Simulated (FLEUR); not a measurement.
# HgTe (Coloradoite) (F-43m) in FLEUR: convergence with lnonsphr

Aim: find how far lnonsphr must go before the results for HgTe (Coloradoite) settle, at PBE. This setting moves, with any that are tied to it; all else stays.

Everything below comes from runs of FLEUR MaX-R8.1 (later development tree). Logs are shortened: lines on timing, memory, paths and dates and some standing lists are left out, and cuts for length are marked.

### 1 The crystal as given

Symmetry: F-43m, No. 216, cubic system. Conventional cell: a = 6.429 Å, b = 6.429 Å, c = 6.429 Å, α = 90.00°, β = 90.00°, γ = 90.00°. Around Hg (site symmetry -43m) lie 4 Te at 2.78 Å. Te (site symmetry -43m) is surrounded by 4 Hg at 2.78 Å.

### 2 With lnonsphr 2

inp.xml reads:

```xml
<?xml version="1.0" encoding="UTF-8" standalone="no"?>
<fleurInput fleurInputVersion="0.39">
   <comment>
      HgTe                                                                                                
   </comment>
   <calculationSetup>
      <cutoffs Kmax="4.19" Gmax="13.0" GmaxXC="13.0" numbands="0"/>
      <scfLoop itmax="60" minDistance="0.00001" maxIterBroyd="15" imix="Anderson" alpha="0.05" precondParam="0.0" spinf="2.0" sdNocoIR="T"/>
      <coreElectrons ctail="T" frcor="F" kcrel="0" coretail_lmax="0"/>
      <xcFunctional name="pbe" relativisticCorrections="F"/>
      <magnetism jspins="1"/>
      <soc l_soc="F" theta="0.0" phi="0.0" spav="F"/>
      <expertModes spex="0" secvar="F"/>
      <geometryOptimization l_f="T" forcealpha="1.0" forcemix="BFGS" epsdisp="0.0005" epsforce="0.0002"/>
      <ldaU l_linMix="F" mixParam="0.05" spinf="1.0"/>
   </calculationSetup>
   <cell>
      <bzIntegration valenceElectrons="42.0" mode="hist" fermiSmearingEnergy="0.00183747">
         <kPointListSelection listName="default-1"/>
         <!-- k-points included here -->
         <xi:include xmlns:xi="http://www.w3.org/2001/XInclude" href="kpts.xml"> </xi:include>
      </bzIntegration>
      <!-- symmetry operations included here -->
      <xi:include xmlns:xi="http://www.w3.org/2001/XInclude" href="sym.xml"> </xi:include>
      <bulkLattice scale="1.0">
         <bravaisMatrix>
            <row-1>    0.0000000000000000     6.0745246275267002     6.0745246275267002</row-1>
            <row-2>    6.0745246275267002     0.0000000000000000     6.0745246275267002</row-2>
            <row-3>    6.0745246275267002     6.0745246275267002     0.0000000000000000</row-3>
         </bravaisMatrix>
      </bulkLattice>
   </cell>
   <atomSpecies>
      <species name="Mercury (Hg)" element="Hg" atomicNumber="80">
         <mtSphere radius="2.34" gridPoints="783" logIncrement="0.017"/>
         <atomicCutoffs lmax="9" lnonsphr="2"/>
         <electronConfig flipSpins="F">
            <coreConfig>(1s1/2) (2s1/2) (2p1/2) (2p3/2) (3s1/2) (3p1/2) (3p3/2) (4s1/2) (3d3/2) (3d5/2) (4p1/2) (4p3/2) (4d3/2) (4d5/2) (4f5/2) (4f7/2)</coreConfig>
            <valenceConfig>(5s1/2) (5p1/2) (5p3/2) (6s1/2) (5d3/2) (5d5/2)</valenceConfig>
         </electronConfig>
         <energyParameters s="6" p="6" d="5" f="5"/>
         <lo type="SCLO" l="0" n="5" eDeriv="0"/>
         <lo type="SCLO" l="1" n="5" eDeriv="0"/>
         <lo type="SCLO" l="1" n="5" eDeriv="1"/>
         <lo type="SCLO" l="2" n="5" eDeriv="2"/>
         <lo type="SCLO" l="3" n="5" eDeriv="2"/>
      </species>
      <species name="Tellurium (Te)" element="Te" atomicNumber="52">
         <mtSphere radius="2.48" gridPoints="829" logIncrement="0.016"/>
         <atomicCutoffs lmax="10" lnonsphr="2"/>
         <electronConfig flipSpins="F">
            <coreConfig>(1s1/2) (2s1/2) (2p1/2) (2p3/2) (3s1/2) (3p1/2) (3p3/2) (4s1/2) (3d3/2) (3d5/2)</coreConfig>
            <valenceConfig>(4p1/2) (4p3/2) (5s1/2) (4d3/2) (4d5/2) (5p1/2) (5p3/2)</valenceConfig>
            <stateOccupation state="(5p1/2)" spinUp="0.666667" spinDown="0.666667"/>
            <stateOccupation state="(5p3/2)" spinUp="1.333333" spinDown="1.333333"/>
         </electronConfig>
         <energyParameters s="5" p="5" d="5" f="4"/>
         <lo type="SCLO" l="1" n="4" eDeriv="0"/>
         <lo type="SCLO" l="1" n="4" eDeriv="1"/>
         <lo type="SCLO" l="2" n="4" eDeriv="0"/>
         <lo type="SCLO" l="2" n="4" eDeriv="1"/>
         <lo type="SCLO" l="0" n="5" eDeriv="2"/>
         <lo type="SCLO" l="3" n="4" eDeriv="2"/>
      </species>
   </atomSpecies>
   <atomGroups>
      <atomGroup species="Mercury (Hg)">
         <relPos label="                   1">.0000000000 .0000000000 .0000000000</relPos>
         <force calculate="T" relaxXYZ="TTT"/>
      </atomGroup>
      <atomGroup species="Tellurium (Te)">
         <relPos label="                   2">-1.000/4.000 -1.000/4.000 -1.000/4.000</relPos>
         <force calculate="T" relaxXYZ="TTT"/>
      </atomGroup>
   </atomGroups>
   <output dos="F" band="F" slice="F">
      <checks vchk="F" cdinf="F"/>
      <bandDOS minEnergy="-.5*Htr" maxEnergy="0.5*Htr" sigma="0.015" storeEVData="T"/>
      <vacuumDOS vacdos="F" integ="F" star="F" nstars="0" locx1="0.0" locy1="0.0" locx2="0.0" locy2="0.0" nstm="0" tworkf="0.0"/>
      <unfoldingBand unfoldBand="F" supercellX="1" supercellY="1" supercellZ="1"/>
      <plotting iplot="0" polar="F">
         <plot TwoD="T" vec1="  1.0  0.0  0.0" vec2="  0.0  1.0  0.0" vec3="  0.0  0.0  1.0" zero="  0.0  0.0  0.0" file="plot"/>
      </plotting>
      <chargeDensitySlicing numkpt="0" minEigenval="0.0" maxEigenval="0.0" nnne="0" pallst="F"/>
      <specialOutput eonly="F"/>
      <moessbauerParams electricFieldGradient="T" isomerShift="T" coreHyperfine="T" valenceHyperfine="T"/>
      <magneticCircularDichroism mcd="F" energyLo="-10.0" energyUp="0.0"/>
   </output>
  <!-- We include the file relax.xml here to enable relaxations (see documentation) -->
  <xi:include xmlns:xi="http://www.w3.org/2001/XInclude" href="relax.xml"> <xi:fallback/> </xi:include>
</fleurInput>
```

crystal.txt reads:

```
HgTe
&input cartesian=F /
0.0000000000  3.2145000000  3.2145000000
3.2145000000  0.0000000000  3.2145000000
3.2145000000  3.2145000000  0.0000000000
1.8897261246
1.0 1.0 1.0

2
80 0.0000000000  0.0000000000  0.0000000000
52 0.7500000000  0.7500000000  0.7500000000

&kpt div1=6 div2=6 div3=6 gamma=T /
```

Potentials or basis: all-electron, FLAPW.

On the command line:

```console
> inpgen -f crystal.txt -profile fastHighL
> # inp.xml edited to the form shown
> fleur_MPI
```

It took 3.3 s on 1 thread of Arm Neoverse V2, shared host; peak memory 0.07 GiB.

The program refused the input.

### 3 With lnonsphr 3

Changes to inp.xml since step 2:

```diff
@@ -35,3 +35,3 @@
          <mtSphere radius="2.34" gridPoints="783" logIncrement="0.017"/>
-         <atomicCutoffs lmax="9" lnonsphr="2"/>
+         <atomicCutoffs lmax="9" lnonsphr="3"/>
          <electronConfig flipSpins="F">
@@ -49,3 +49,3 @@
          <mtSphere radius="2.48" gridPoints="829" logIncrement="0.016"/>
-         <atomicCutoffs lmax="10" lnonsphr="2"/>
+         <atomicCutoffs lmax="10" lnonsphr="3"/>
          <electronConfig flipSpins="F">
```

crystal.txt is that of step 2.

Potentials or basis: all-electron, FLAPW.

On the command line:

```console
> inpgen -f crystal.txt -profile fastHighL
> # inp.xml edited to the form shown
> fleur_MPI
```

The program printed:

```text
Welcome to FLEUR        (www.flapw.de)
      MaX-Release 8.1          (www.max-centre.eu)

 ========== k-point set info ==========
 Selected k-point list: default-1
 k-point list type: mesh
 6 x 6 x 6
 Number of k points: 16

 ------------Calculation Setup---------------------------
 Number of MPI-tasks      :            1
 Number of PE/node        :            1
 Number of OMP-threads    :            1
 Most efficient MPI parallelization for:
           1           2           4           8          16
 Additional eigenvalue parallelization possible
 Number of basis functions:          652
 Approximate size of matrices (H+S) per k-point:         0.013 GB
 --------------------------------------------------------
 Iteration:     1   Distance:       8.80097640 me/bohr^3
 Iteration:     2   Distance:       8.12585097 me/bohr^3
 Iteration:     3   Distance:       4.09137484 me/bohr^3
 Iteration:     4   Distance:       1.12936122 me/bohr^3
 Iteration:     5   Distance:       0.89477003 me/bohr^3
 Iteration:     6   Distance:       0.14220431 me/bohr^3
 Iteration:     7   Distance:       0.06784104 me/bohr^3
 Iteration:     8   Distance:       0.03387208 me/bohr^3
 Iteration:     9   Distance:       0.00532107 me/bohr^3
 Iteration:    10   Distance:       0.00319402 me/bohr^3
 Iteration:    11   Distance:       0.00127533 me/bohr^3
 Iteration:    12   Distance:       0.00015298 me/bohr^3
 Iteration:    13   Distance:       0.00010195 me/bohr^3
 Iteration:    14   Distance:       0.00001573 me/bohr^3
 Iteration:    15   Distance:       0.00001265 me/bohr^3
 Iteration:    16   Distance:       0.00001141 me/bohr^3
 Iteration:    17   Distance:       0.00000233 me/bohr^3

 ********************************************************************
 Run finished successfully
 Stop message:
   Structural relaxation: Done
 ********************************************************************
```

Run time: 86 s. Hardware: 1 thread of Arm Neoverse V2, shared host; peak memory 0.07 GiB.

What came out:

```
Free energy                                           : -719977.5094 eV
Band gap on the k mesh                                : none (metal or under the smearing width)
Valence electrons inside the program's atomic spheres : Hg 17.78; Te 19.64 (radii Hg 2.34, Te 2.48 bohr)
```

### 4 With lnonsphr 4

Changes to inp.xml since step 3:

```diff
@@ -35,3 +35,3 @@
          <mtSphere radius="2.34" gridPoints="783" logIncrement="0.017"/>
-         <atomicCutoffs lmax="9" lnonsphr="3"/>
+         <atomicCutoffs lmax="9" lnonsphr="4"/>
          <electronConfig flipSpins="F">
@@ -49,3 +49,3 @@
          <mtSphere radius="2.48" gridPoints="829" logIncrement="0.016"/>
-         <atomicCutoffs lmax="10" lnonsphr="3"/>
+         <atomicCutoffs lmax="10" lnonsphr="4"/>
          <electronConfig flipSpins="F">
```

crystal.txt is that of step 3.

On the command line:

```console
> inpgen -f crystal.txt -profile fastHighL
> # inp.xml edited to the form shown
> fleur_MPI
```

It took 87 s on 1 thread of Arm Neoverse V2, shared host; peak memory 0.08 GiB.

What came out:

* Free energy: -719977.5362 eV
* Band gap on the k mesh: none (metal or under the smearing width)
* Valence electrons inside the program's atomic spheres: Hg 17.78; Te 19.64 (radii Hg 2.34, Te 2.48 bohr)

### 5 With lnonsphr 5

Changes to inp.xml since step 4:

```diff
@@ -35,3 +35,3 @@
          <mtSphere radius="2.34" gridPoints="783" logIncrement="0.017"/>
-         <atomicCutoffs lmax="9" lnonsphr="4"/>
+         <atomicCutoffs lmax="9" lnonsphr="5"/>
          <electronConfig flipSpins="F">
@@ -49,3 +49,3 @@
          <mtSphere radius="2.48" gridPoints="829" logIncrement="0.016"/>
-         <atomicCutoffs lmax="10" lnonsphr="4"/>
+         <atomicCutoffs lmax="10" lnonsphr="5"/>
          <electronConfig flipSpins="F">
```

crystal.txt is that of step 4.

On the command line:

```console
> inpgen -f crystal.txt -profile fastHighL
> # inp.xml edited to the form shown
> fleur_MPI
```

Wall time 79 s (1 thread of Arm Neoverse V2, shared host); peak memory 0.08 GiB.

What came out:

```
Free energy                                           : -719977.5468 eV
Band gap on the k mesh                                : none (metal or under the smearing width)
Valence electrons inside the program's atomic spheres : Hg 17.78; Te 19.64 (radii Hg 2.34, Te 2.48 bohr)
```

### 6 With lnonsphr 6

Changes to inp.xml since step 5:

```diff
@@ -35,3 +35,3 @@
          <mtSphere radius="2.34" gridPoints="783" logIncrement="0.017"/>
-         <atomicCutoffs lmax="9" lnonsphr="5"/>
+         <atomicCutoffs lmax="9" lnonsphr="6"/>
          <electronConfig flipSpins="F">
@@ -49,3 +49,3 @@
          <mtSphere radius="2.48" gridPoints="829" logIncrement="0.016"/>
-         <atomicCutoffs lmax="10" lnonsphr="5"/>
+         <atomicCutoffs lmax="10" lnonsphr="6"/>
          <electronConfig flipSpins="F">
```

crystal.txt is that of step 5.

Potentials or basis: all-electron, FLAPW.

On the command line:

```console
> inpgen -f crystal.txt -profile fastHighL
> # inp.xml edited to the form shown
> fleur_MPI
```

Wall time 80 s (1 thread of Arm Neoverse V2, shared host); peak memory 0.07 GiB.

What came out:

```yaml
Free_energy: -719977.5498 eV
Band_gap_on_the_k_mesh: none (metal or under the smearing width)
Valence_electrons_inside_the_program's_atomic_spheres: Hg 17.78; Te 19.64 (radii Hg 2.34, Te 2.48 bohr)
```

### 7 With lnonsphr 8

Changes to inp.xml since step 6:

```diff
@@ -35,3 +35,3 @@
          <mtSphere radius="2.34" gridPoints="783" logIncrement="0.017"/>
-         <atomicCutoffs lmax="9" lnonsphr="6"/>
+         <atomicCutoffs lmax="9" lnonsphr="8"/>
          <electronConfig flipSpins="F">
@@ -49,3 +49,3 @@
          <mtSphere radius="2.48" gridPoints="829" logIncrement="0.016"/>
-         <atomicCutoffs lmax="10" lnonsphr="6"/>
+         <atomicCutoffs lmax="10" lnonsphr="8"/>
          <electronConfig flipSpins="F">
```

crystal.txt is that of step 6.

On the command line:

```console
> inpgen -f crystal.txt -profile fastHighL
> # inp.xml edited to the form shown
> fleur_MPI
```

Wall time 83 s (1 thread of Arm Neoverse V2, shared host); peak memory 0.07 GiB.

Results:

| Item | Value |
| --- | --- |
| Free energy | -719977.5511 eV |
| Band gap on the k mesh | none (metal or under the smearing width) |
| Valence electrons inside the program's atomic spheres | Hg 17.78; Te 19.64 (radii Hg 2.34, Te 2.48 bohr) |

### 8 The series at a glance

```
lnonsphr  energy less the tightest run, at zero smearing (meV/atom)  SCF cycles  CPU time (s)  peak memory (GiB)
       2                                                    refused           -             -                  -
       3                                                      20.84          18            86               0.07
       4                                                       7.43          18            87               0.08
       5                                                       2.16          16            79               0.08
       6                                                       0.62          16            80               0.07
       8                                                       0.00          16            83               0.07
```

Against the tightest run, the energy stays within 1 meV/atom from 6 on. The tightest run that finished is the yardstick and may itself not be fully converged.
